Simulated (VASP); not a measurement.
# AlP (F-43m) in VASP: notebook, part 2 of 2

VASP 6.6.1. Earlier steps stand in the parts before.

## (3) Relaxation of cell and atoms, LDA

INCAR

```
ALGO = Normal ; EDIFF = 1E-6
EDIFFG = -0.005 ; ENCUT = 600
GGA = CA ; IBRION = 2
ISIF = 3 ; ISMEAR = 0
LASPH = True ; LCHARG = False
LREAL = False ; LWAVE = False
NELM = 100 ; NSW = 70
PREC = Accurate ; SIGMA = 0.02
```

KPOINTS

```
k-points
0
Gamma
  8 8 8
```

POSCAR

```
AlP
1.0
    0.0000000000      2.7534005762      2.7534005762
    2.7534005762      0.0000000000      2.7534005762
    2.7534005762      2.7534005762      0.0000000000
Al P
1 1
Direct
    0.0000000000      0.0000000000      0.0000000000
    0.2500000000      0.2500000000      0.2500000000
```

Potentials or basis: VASP PAW LDA potentials, release 64 (Al, P).

Launch:

```sh
> cat potpaw_LDA.64/Al/POTCAR potpaw_LDA.64/P/POTCAR > POTCAR
> mpirun -np 1 vasp_std > vasp.out
```

OUTCAR:

```text
EDIFF = 1E-6
   EDIFFG = -0.005
   ENCUT = 600
   GGA = CA
   IBRION = 2
   ISIF = 3
   ISMEAR = 0
   LASPH = True
   LREAL = False
   NELM = 100
   NSW = 70
   PREC = Accurate

 ion  position               nearest neighbor table
   1  0.000  0.000  0.000-   2 2.38   2 2.38   2 2.38   2 2.38
   2  0.250  0.250  0.250-   1 2.38   1 2.38   1 2.38   1 2.38

  LATTYP: Found a face centered cubic cell.
 ALAT       =     5.5068011524

  Lattice vectors:

 A1 = (   0.0000000000,   2.7534005762,   2.7534005762)
 A2 = (   2.7534005762,   0.0000000000,   2.7534005762)
 A3 = (   2.7534005762,   2.7534005762,   0.0000000000)

Analysis of symmetry for initial positions (statically):
=====================================================================
 Subroutine PRICEL returns:
 Original cell was already a primitive cell.

 Routine SETGRP: Setting up the symmetry group for a
 face centered cubic supercell.

 Subroutine GETGRP returns: Found 24 space group operations
 (whereof 24 operations were pure point group operations)
 out of a pool of 48 trial point group operations.

The static configuration has the point symmetry T_d .

Analysis of symmetry for dynamics (positions and initial velocities):
=====================================================================
 Subroutine PRICEL returns:
 Original cell was already a primitive cell.

 Routine SETGRP: Setting up the symmetry group for a
 face centered cubic supercell.

 Subroutine GETGRP returns: Found 24 space group operations
 (whereof 24 operations were pure point group operations)
 out of a pool of 48 trial point group operations.

The dynamic configuration has the point symmetry T_d .

 Subroutine INISYM returns: Found 24 space group operations
 (whereof 24 operations are pure point group operations),
 and found     1 'primitive' translations

[... 120 lines left out ...]
   LHFCALC =     F    Hartree Fock is set to
   AEXX    =    0.0000 exact exchange contribution
   IVDW    =     0    specifies the selected vdW correction
   LEPSILON=     F    determine dielectric tensor
   LRPA    =     F    only Hartree local field effects (RPA)
 conjugate gradient relaxation of ions
 non-spin polarized calculation
 Gauss-broadening in eV      SIGMA  =   0.02
  energy-cutoff  :      600.00
  volume of cell :       41.75
 maximum number of plane-waves:      1411
   NGX = 15   NGY = 15   NGZ = 15

--------------------------------------- Ionic step        1  -------------------------------------------

 number of electron       7.9999999 magnetization

 Free energy of the ion-electron system (eV)
  ---------------------------------------------------
  ext. energy  EPLUGINS =         0.00000000
  ---------------------------------------------------
  free energy    TOTEN  =       -11.39572237 eV

  energy without entropy =      -11.39572237  energy(sigma->0) =      -11.39572237

------------------------ aborting loop because EDIFF is reached ----------------------------------------

  FORCE on cell =-STRESS in cart. coord.  units (eV):
  Direction    XX          YY          ZZ          XY          YZ          ZX
  --------------------------------------------------------------------------------------
  -------------------------------------------------------------------------------------
  Total       -0.8507974     -0.8507974     -0.8507974      0.0000000     -0.0000000     -0.0000000
  in kB      -32.6511563    -32.6511563    -32.6511563      0.0000000     -0.0000000     -0.0000000
  external PRESSURE =     -32.6511563 kB  Pullay stress =       0.0000000 kB
[... 59 lines left out ...]
--------------------------------------- Ionic step        3  -------------------------------------------

 number of electron       8.0000000 magnetization

 Free energy of the ion-electron system (eV)
  ---------------------------------------------------
  ext. energy  EPLUGINS =         0.00000000
  ---------------------------------------------------
  free energy    TOTEN  =       -11.41265236 eV

  energy without entropy =      -11.41265236  energy(sigma->0) =      -11.41265236

 E-fermi :   4.7101     XC(G=0):  -9.5006

 val. band max:        4.5761731198   @ k =   0.0000   0.0000   0.0000
 cond. band min:       5.9915673016   @ k =   0.5000   0.5000   0.0000
 fundamental gap:      1.4153941818
 Fermi energy:         4.7100857434

 k-point     1 :       0.0000    0.0000    0.0000
  band No.  band energies     occupation
      1      -7.0075      2.00000
      2       4.5762      2.00000
      3       4.5762      2.00000
      4       4.5762      2.00000
      5       7.8110      0.00000
      6       9.0673      0.00000
      7       9.0673      0.00000
      8       9.0673      0.00000
[... 243 lines left out ...]
 k-point    24 :      -0.3750    0.2500    0.1250
  band No.  band energies     occupation
      1      -4.9534      2.00000
      2      -0.6924      2.00000
      3       1.9144      2.00000
      4       3.0523      2.00000
      5       8.4337      0.00000
      6       9.0085      0.00000
      7      11.4205      0.00000
      8      12.2212      0.00000

 [... further k-points ...]
[... 5 lines left out ...]
  --------------------------------------------------------------------------------------
  -------------------------------------------------------------------------------------
  Total       -0.0020131     -0.0020131     -0.0020131      0.0000000      0.0000000     -0.0000000
  in kB       -0.0803442     -0.0803442     -0.0803442      0.0000000      0.0000000     -0.0000000
  external PRESSURE =      -0.0803442 kB  Pullay stress =       0.0000000 kB
[... 17 lines left out ...]
  FREE ENERGIE OF THE ION-ELECTRON SYSTEM (eV)
  ---------------------------------------------------
  free  energy   TOTEN  =       -11.4126523629 eV

  energy  without entropy=      -11.4126523629  energy(sigma->0) =      -11.41265236

 reached required accuracy - stopping structural energy minimisation
```

CONTCAR:

```text
AlP
   1.00000000000000
     0.0000000000000000    2.7176514000988856    2.7176514000988856
     2.7176514000988856   -0.0000000000000000    2.7176514000988856
     2.7176514000988856    2.7176514000988856   -0.0000000000000000
  Al              P
     1     1
Direct
     0.0000000000000000    0.0000000000000000    0.0000000000000000
     0.2500000000000000    0.2500000000000000    0.2500000000000000

  0.00000000E+00  0.00000000E+00  0.00000000E+00
  0.00000000E+00  0.00000000E+00  0.00000000E+00
```

Run time: 14 s. Hardware: 1 thread of Intel Xeon Platinum 8375C at 2.90GHz (Ice Lake), shared host; peak memory 0.15 GiB.

Results:

- Free energy: -11.4127 eV
- Relaxed volume: 20.07 Å³/atom
- Relaxed cell: a = 3.843 Å, b = 3.843 Å, c = 3.843 Å, α = 60.00°, β = 60.00°, γ = 60.00°
- Space group after relaxing (to 0.05 Å): F-43m (No. 216)
- Energy gained by relaxing: 8.5 meV/atom
- Ionic steps: 3
- Pressure after relaxing: 0.0 GPa
- Band gap on the k mesh: 1.42 eV, indirect (least direct gap 3.23 eV)

Step by step:
```tsv
step	energy change (eV)	largest force (eV/Å)	pressure (GPa)	volume (Å³)
1	0.0000	0.0000	-3.27	41.75
2	-0.0109	0.0000	2.17	39.23
3	-0.0169	0.0000	-0.01	40.14
```

Final structure:
```xyz
2
Lattice="0.0000 2.7177 2.7177 2.7177 0.0000 2.7177 2.7177 2.7177 0.0000" Properties=species:S:1:pos:R:3 pbc="T T T"
Al    0.0000    0.0000    0.0000
P     1.3588    1.3588    1.3588
```
